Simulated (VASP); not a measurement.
Set up this calculation in VASP 6.6.1, as the native input.

```yaml
Task: single point
Functional: PBEsol
Potentials_or_basis: VASP PAW PBE potentials, release 64 (Cr_pv, O)
Cutoff: 520 eV
k_mesh: 7 × 7 × 7
Occupations: gaussian, width 0.05 eV
Spin: collinear spin, ferromagnetic start
Starting_moments: "[3.0, 0.0, 0.0] μB"
Hubbard_terms: Cr d U = 8 eV
Further_INCAR_settings: ALGO = Normal; EDIFF = 1e-07; NBANDS = 23
```

The structure of CrO2 lies in POSCAR:

```
CrO2
1.0
    0.0000000000      2.3368421000      2.3368421000
    2.3368421000      0.0000000000      2.3368421000
    2.3368421000      2.3368421000      0.0000000000
Cr O
1 2
Direct
    0.0000000000      0.0000000000      0.0000000000
    0.2500000000      0.2500000000      0.2500000000
    0.7500000000      0.7500000000      0.7500000000
```

Measurements of this composition are mostly on another form, of space group No. 136.

One way to write it, as run:

INCAR

```
SYSTEM = CrO2
PREC = Accurate
ENCUT = 520
EDIFF = 1E-7
ISMEAR = 0
SIGMA = 0.05
LREAL = .FALSE.
LASPH = .TRUE.
NELM = 100
ALGO = Normal
ISIF = 2
LWAVE = .FALSE.
LCHARG = .TRUE.
ISPIN = 2
MAGMOM = 3 0 0
LORBIT = 11
LMAXMIX = 4
LDAU = .TRUE.
LDAUTYPE = 2
LDAUL = 2 -1
LDAUU = 8 0
LDAUJ = 0 0
LDAUPRINT = 1
GGA = PS
LELF = .TRUE.
LVHAR = .TRUE.
NBANDS = 23
```

KPOINTS

```
Automatic mesh
0
G
  7 7 7
  0 0 0
```

Potentials or basis: VASP PAW PBE potentials, release 64 (Cr_pv, O).

Command:

```sh
$ cat potpaw_PBE.64/Cr_pv/POTCAR potpaw_PBE.64/O/POTCAR > POTCAR
$ mpirun -np 1 vasp_std > vasp.out
```

Results of the run:

| Item | Value |
| --- | --- |
| Pressure | 15.9 GPa |
| Band gap on the k mesh | 0.05 eV, direct |
| Net moment | 2.00 μB per cell |
| Site moments | Cr +2.76; O -0.35 μB |
| Valence electrons inside the program's atomic spheres | Cr 10.59; O 5.04 |

Caveat: the PAW data sets were made with another functional, which shifts forces and pressure a little; an odd mesh through Γ misses points on the zone boundary, where band edges often lie; a cell with one magnetic atom can't hold antiferromagnetic order, which such compounds often take.

It took 42 s on 1 thread of Intel(R) Xeon(R) Platinum 8488C (Sapphire Rapids) (shared host), peak memory 0.17 GiB.
